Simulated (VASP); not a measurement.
# Sc (Fm-3m) in VASP: notebook

Runs on Sc. Level: PBE. Tasks: single point.

All numbers are computed with VASP 6.6.1; they aren't measurements. Logs are shortened: lines on timing, memory, paths and dates and some standing lists are left out, and cuts for length are marked.

**1. The structure**

The structure is cubic, space group Fm-3m (No. 225). The conventional cell has a = 4.541 Å, b = 4.541 Å, c = 4.541 Å, α = 90.00°, β = 90.00°, γ = 90.00°. Sc (site symmetry m-3m) has 12 Sc at 3.21 Å as nearest neighbours.

This isn't the form of Sc at room conditions, which is hcp.

**2. Single point, PBE**

Input file INCAR:

```
SYSTEM = Sc
PREC = Accurate
ENCUT = 520
EDIFF = 1E-7
ISMEAR = -1
SIGMA = 0.03
LREAL = .FALSE.
LASPH = .TRUE.
NELM = 100
ALGO = Normal
ISIF = 2
LWAVE = .FALSE.
LCHARG = .TRUE.
GGA = PE
LELF = .TRUE.
LVHAR = .TRUE.
NBANDS = 12
```

Input file KPOINTS:

```
Automatic mesh
0
G
  15 15 15
  0 0 0
```

Input file POSCAR:

```
Sc
1.0
    0.0000000000      2.2705000000      2.2705000000
    2.2705000000      0.0000000000      2.2705000000
    2.2705000000      2.2705000000      0.0000000000
Sc
1
Direct
    0.0000000000      0.0000000000      0.0000000000
```

Potentials or basis: VASP PAW PBE potentials, release 64 (Sc_sv).

Command:

```
$ cat potpaw_PBE.64/Sc_sv/POTCAR > POTCAR
$ mpirun -np 1 vasp_std > vasp.out
```

OUTCAR:

```text
SYSTEM = Sc
   PREC = Accurate
   ENCUT = 520
   EDIFF = 1E-7
   ISMEAR = -1
   LREAL = .FALSE.
   LASPH = .TRUE.
   NELM = 100
   ISIF = 2
   GGA = PE

 ion  position               nearest neighbor table
   1  0.000  0.000  0.000-

  LATTYP: Found a face centered cubic cell.
 ALAT       =     4.5410000000

  Lattice vectors:

 A1 = (   0.0000000000,   2.2705000000,   2.2705000000)
 A2 = (   2.2705000000,   0.0000000000,   2.2705000000)
 A3 = (   2.2705000000,   2.2705000000,   0.0000000000)

Analysis of symmetry for initial positions (statically):
=====================================================================
 Subroutine PRICEL returns:
 Original cell was already a primitive cell.

 Routine SETGRP: Setting up the symmetry group for a
 face centered cubic supercell.

 Subroutine GETGRP returns: Found 48 space group operations
 (whereof 48 operations were pure point group operations)
 out of a pool of 48 trial point group operations.

The static configuration has the point symmetry O_h .

Analysis of symmetry for dynamics (positions and initial velocities):
=====================================================================
 Subroutine PRICEL returns:
 Original cell was already a primitive cell.

 Routine SETGRP: Setting up the symmetry group for a
 face centered cubic supercell.

 Subroutine GETGRP returns: Found 48 space group operations
 (whereof 48 operations were pure point group operations)
 out of a pool of 48 trial point group operations.

The dynamic configuration has the point symmetry O_h .

 Subroutine INISYM returns: Found 48 space group operations
 (whereof 48 operations are pure point group operations),
 and found     1 'primitive' translations

----------------------------------------------------------------------------------------

                                     Primitive cell

  volume of cell :      23.4096

  direct lattice vectors                    reciprocal lattice vectors
     0.000000000  2.270500000  2.270500000    -0.220215811  0.220215811  0.220215811
     2.270500000  0.000000000  2.270500000     0.220215811 -0.220215811  0.220215811
     2.270500000  2.270500000  0.000000000     0.220215811  0.220215811 -0.220215811

  length of vectors
     3.210971893  3.210971893  3.210971893     0.381424974  0.381424974  0.381424974

  position of ions in fractional coordinates (direct lattice)
     0.000000000  0.000000000  0.000000000

  ion indices of the primitive-cell ions
   primitive index   ion index
                 1           1

----------------------------------------------------------------------------------------

 KPOINTS: Automatic mesh

Automatic generation of k-mesh.
 Grid dimensions read from file:
 generate k-points for:   15   15   15

 Generating k-lattice:

  Cartesian coordinates                     Fractional coordinates (reciprocal lattice)
    -0.014681054  0.014681054  0.014681054     0.066666667  0.000000000  0.000000000
     0.014681054 -0.014681054  0.014681054     0.000000000  0.066666667  0.000000000
     0.014681054  0.014681054 -0.014681054     0.000000000  0.000000000  0.066666667

  Length of vectors
     0.025428332  0.025428332  0.025428332

  Shift w.r.t. Gamma in fractional coordinates (k-lattice)
     0.000000000  0.000000000  0.000000000

 Subroutine IBZKPT returns following result:
 ===========================================

 Found    120 irreducible k-points:

 Following reciprocal coordinates:
            Coordinates               Weight
  0.000000  0.000000  0.000000      1.000000
  0.066667  0.000000  0.000000      8.000000
  0.133333  0.000000  0.000000      8.000000
  0.200000  0.000000  0.000000      8.000000
  0.266667  0.000000  0.000000      8.000000
  0.333333  0.000000  0.000000      8.000000
[... 16 lines left out ...]
  0.133333  0.133333  0.000000      6.000000
  0.200000  0.133333  0.000000     24.000000
 [... further k-points ...]
   k-points           NKPTS =    120   k-points in BZ     NKDIM =    120   number of bands    NBANDS=     12
   number of dos      NEDOS =    301   number of ions     NIONS =      1
   total plane-waves  NPLWV =  13824
   dimension x,y,z NGX =    24 NGY =   24 NGZ =   24
   dimension x,y,z NGXF=    48 NGYF=   48 NGZF=   48
   ions per type =               1
   NGX,Y,Z   is equivalent  to a cutoff of  12.43, 12.43, 12.43 a.u.
   NGXF,Y,Z  is equivalent  to a cutoff of  24.85, 24.85, 24.85 a.u.
 SYSTEM =  Sc
   PREC   = accura    normal or accurate (medium, high low for compatibility)
   ISTART =      0    job   : 0-new  1-cont  2-samecut
   ICHARG =      2    charge: 1-file 2-atom 10-const
   ISPIN  =      1    spin polarized calculation?
   LNONCOLLINEAR =      F non collinear calculations
   LSORBIT =      F    spin-orbit coupling
   LASPH  =      T    aspherical Exc in radial PAW
   ENCUT  =  520.0 eV  38.22 Ry    6.18 a.u.   5.97  5.97  5.97*2*pi/ulx,y,z
   NELM   =    100;   NELMIN=  2; NELMDL= -5     # of ELM steps
   EDIFF  = 0.1E-06   stopping-criterion for ELM
   LREAL  =      F    real-space projection
   EDIFFG = 0.1E-05   stopping-criterion for IOM
   NSW    =      0    number of steps for IOM
   IBRION =     -1    ionic relax: 0-MD 1-quasi-New 2-CG
   NFREE  =      0    steps in history (QN), initial steepest desc. (CG)
   ISIF   =      2    stress and relaxation
   ISYM   =      2    0-nonsym 1-usesym 2-fastsym
   POTIM  = 0.5000    time-step for ionic-motion
   TEBEG  =    0.0;   TEEND  =   0.0 temperature during run
   PSTRESS=    0.0 pullay stress
   NELECT =      11.0000    total number of electrons
   NUPDOWN=      -1.0000    fix difference up-down
   EMIN   =  10.00;   EMAX   =-10.00  energy-range for DOS
   EFERMI =   0.00;   METHOD = LEGACY
   ISMEAR =    -1;   SIGMA  =   0.03  broadening in eV -4-tet -1-fermi 0-gaus
   EFERMI_NEDOS =   21; number of points for ismear=-14 and -15
   IALGO  =     38    algorithm
   IMIX   =      4    mixing-type and parameters
     AMIX     =   0.40;   BMIX     =  1.00
     AMIX_MAG =   1.60;   BMIX_MAG =  1.00
  volume/ion in A,a.u.               =      23.41       157.98
  Fermi-wavevector in a.u.,A,eV,Ry     =   1.272744  2.405136 22.039751  1.619876
  Thomas-Fermi vector in A             =   2.405605
   LORBIT       =      0    0 simple, 1 ext, 2 COOP (PROOUT), +10 PAW based schemes
   GGA     = PE    functional components
   LHFCALC =     F    Hartree Fock is set to
   AEXX    =    0.0000 exact exchange contribution
   IVDW    =     0    specifies the selected vdW correction
   LEPSILON=     F    determine dielectric tensor
   LRPA    =     F    only Hartree local field effects (RPA)
 non-spin polarized calculation
  energy-cutoff  :      520.00
  volume of cell :       23.41
 maximum number of plane-waves:       641
   NGX = 11   NGY = 11   NGZ = 11

 number of electron      10.9999998 magnetization

 Free energy of the ion-electron system (eV)
  ---------------------------------------------------
  ext. energy  EPLUGINS =         0.00000000
  ---------------------------------------------------
  free energy    TOTEN  =        -6.19201977 eV

  energy without entropy =       -6.18610626  energy(sigma->0) =       -6.18906302

 E-fermi :   4.0550     XC(G=0): -10.0820

 val. band max:        4.0454553658   @ k =   0.3333   0.2667   0.0000
 cond. band min:       4.0664421345   @ k =  -0.4667   0.1333   0.0000
 fundamental gap:      0.0209867688
 Fermi energy:         4.0549618802

 k-point     1 :       0.0000    0.0000    0.0000
  band No.  band energies     occupation
      1     -45.2430      2.00000
      2     -23.6285      2.00000
      3     -23.6285      2.00000
      4     -23.6285      2.00000
      5      -1.2358      2.00000
      6       5.7056      0.00000
      7       5.7056      0.00000
      8       5.7056      0.00000
      9       7.1809      0.00000
     10       7.1809      0.00000
     11      16.8374      0.00000
     12      20.4410      0.00000

 k-point     2 :       0.0667    0.0000    0.0000
  band No.  band energies     occupation
      1     -45.2398      2.00000
      2     -23.6496      2.00000
      3     -23.6312      2.00000
      4     -23.6312      2.00000
      5      -1.1175      2.00000
      6       5.6152      0.00000
      7       5.7504      0.00000
      8       5.7504      0.00000
      9       7.1485      0.00000
     10       7.1485      0.00000
     11      16.9560      0.00000
     12      19.4881      0.00000

 k-point     3 :       0.1333    0.0000    0.0000
  band No.  band energies     occupation
      1     -45.2308      2.00000
      2     -23.7087      2.00000
      3     -23.6387      2.00000
      4     -23.6387      2.00000
      5      -0.7723      2.00000
      6       5.3747      0.00000
      7       5.8578      0.00000
      8       5.8578      0.00000
      9       7.0865      0.00000
     10       7.0865      0.00000
     11      17.0793      0.00000
     12      18.0561      0.00000

 k-point     4 :       0.2000    0.0000    0.0000
  band No.  band energies     occupation
      1     -45.2175      2.00000
      2     -23.7948      2.00000
      3     -23.6497      2.00000
      4     -23.6497      2.00000
      5      -0.2299      2.00000
      6       5.0561      0.00000
      7       5.9389      0.00000
      8       5.9389      0.00000
      9       7.1008      0.00000
     10       7.1008      0.00000
     11      16.0306      0.00000
     12      17.6621      0.00000

 k-point     5 :       0.2667    0.0000    0.0000
  band No.  band energies     occupation
      1     -45.2022      2.00000
      2     -23.8923      2.00000
      3     -23.6624      2.00000
      4     -23.6624      2.00000
      5       0.4542      2.00000
      6       4.7398      0.00000
      7       5.9019      0.00000
      8       5.9019      0.00000
      9       7.2915      0.00000
     10       7.2915      0.00000
     11      14.5449      0.00000
     12      17.3947      0.00000

 k-point     6 :       0.3333    0.0000    0.0000
  band No.  band energies     occupation
      1     -45.1876      2.00000
      2     -23.9842      2.00000
      3     -23.6744      2.00000
      4     -23.6744      2.00000
      5       1.1866      2.00000
      6       4.4965      0.00000
      7       5.7824      0.00000
      8       5.7824      0.00000
      9       7.6075      0.00000
     10       7.6075      0.00000
     11      13.1563      0.00000
     12      16.9119      0.00000

 k-point     7 :       0.4000    0.0000    0.0000
  band No.  band energies     occupation
      1     -45.1761      2.00000
      2     -24.0551      2.00000
      3     -23.6838      2.00000
      4     -23.6838      2.00000
      5       1.8199      2.00000
      6       4.3781      0.00004
      7       5.6635      0.00000
      8       5.6635      0.00000
      9       7.9190      0.00000
     10       7.9190      0.00000
     11      12.0168      0.00000
     12      16.4693      0.00000

 k-point     8 :       0.4667    0.0000    0.0000
  band No.  band energies     occupation
      1     -45.1698      2.00000
      2     -24.0936      2.00000
      3     -23.6889      2.00000
      4     -23.6889      2.00000
      5       2.1817      2.00000
      6       4.3715      0.00005
      7       5.5941      0.00000
      8       5.5941      0.00000
      9       8.1110      0.00000
     10       8.1110      0.00000
     11      11.3409      0.00000
     12      16.2208      0.00000
[... 166 lines left out ...]
 k-point    20 :      -0.2000    0.0667    0.0000
  band No.  band energies     occupation
      1     -45.2103      2.00000
      2     -23.8303      2.00000
      3     -23.6733      2.00000
      4     -23.6488      2.00000
      5       0.0803      2.00000
      6       4.9006      0.00000
      7       5.8896      0.00000
      8       6.0280      0.00000
      9       6.8889      0.00000
     10       7.3907      0.00000
     11      15.5939      0.00000
     12      17.4753      0.00000

 k-point    21 :      -0.1333    0.0667    0.0000
  band No.  band energies     occupation
      1     -45.2243      2.00000
      2     -23.7431      2.00000
      3     -23.6581      2.00000
      4     -23.6383      2.00000
      5      -0.5122      2.00000
      6       5.2092      0.00000
      7       5.8982      0.00000
      8       5.9556      0.00000
      9       6.8808      0.00000
     10       7.2365      0.00000
     11      16.9678      0.00000
     12      17.6383      0.00000

 k-point    22 :      -0.0667    0.0667    0.0000
  band No.  band energies     occupation
      1     -45.2347      2.00000
      2     -23.6789      2.00000
      3     -23.6432      2.00000
      4     -23.6321      2.00000
      5      -0.9237      2.00000
      6       5.4709      0.00000
      7       5.8211      0.00000
      8       5.8216      0.00000
      9       7.0169      0.00000
     10       7.1896      0.00000
     11      17.1114      0.00000
     12      18.6824      0.00000

 k-point    23 :       0.1333    0.1333    0.0000
  band No.  band energies     occupation
      1     -45.2268      2.00000
      2     -23.7066      2.00000
      3     -23.6562      2.00000
      4     -23.6562      2.00000
      5      -0.6211      2.00000
      6       5.2120      0.00000
      7       5.9861      0.00000
      8       5.9861      0.00000
      9       6.6886      0.00000
     10       7.3272      0.00000
     11      17.4326      0.00000
     12      18.6509      0.00000

 k-point    24 :       0.2000    0.1333    0.0000
  band No.  band energies     occupation
      1     -45.2169      2.00000
      2     -23.7626      2.00000
      3     -23.6703      2.00000
      4     -23.6665      2.00000
      5      -0.2233      2.00000
      6       4.9643      0.00000
      7       6.0661      0.00000
      8       6.1264      0.00000
      9       6.5507      0.00000
     10       7.4011      0.00000
     11      17.2417      0.00000
     12      17.8479      0.00000

 [... further k-points ...]
[... 5 lines left out ...]
  --------------------------------------------------------------------------------------
  -------------------------------------------------------------------------------------
  Total        0.4190267      0.4190267      0.4190267      0.0000000     -0.0000000      0.0000000
  in kB       28.6785910     28.6785910     28.6785910      0.0000000     -0.0000000      0.0000000
  external PRESSURE =      28.6785910 kB  Pullay stress =       0.0000000 kB

 VOLUME and BASIS-vectors are now :
 -----------------------------------------------------------------------------
  energy-cutoff  :      520.00
  volume of cell :       23.41
      direct lattice vectors                 reciprocal lattice vectors
     0.000000000  2.270500000  2.270500000    -0.220215811  0.220215811  0.220215811
     2.270500000  0.000000000  2.270500000     0.220215811 -0.220215811  0.220215811
     2.270500000  2.270500000  0.000000000     0.220215811  0.220215811 -0.220215811

 POSITION                                       TOTAL-FORCE (eV/Angst)
 -----------------------------------------------------------------------------------
      0.00000      0.00000      0.00000         0.000000      0.000000      0.000000
 -----------------------------------------------------------------------------------
    total drift:                                0.000000      0.000000     -0.000000

  FREE ENERGIE OF THE ION-ELECTRON SYSTEM (eV)
  ---------------------------------------------------
  free  energy   TOTEN  =        -6.1920197730 eV

  energy  without entropy=       -6.1861062633  energy(sigma->0) =       -6.18906302
```

Wall time 10 s (1 thread of Intel Xeon 6975P-C (Granite Rapids), shared host); peak memory 0.16 GiB.

What came out:

* Free energy: -6.1920 eV
* Pressure: 2.9 GPa
* Band gap on the k mesh: none (metal or under the smearing width)

(Part 1 of 2 ends here.)
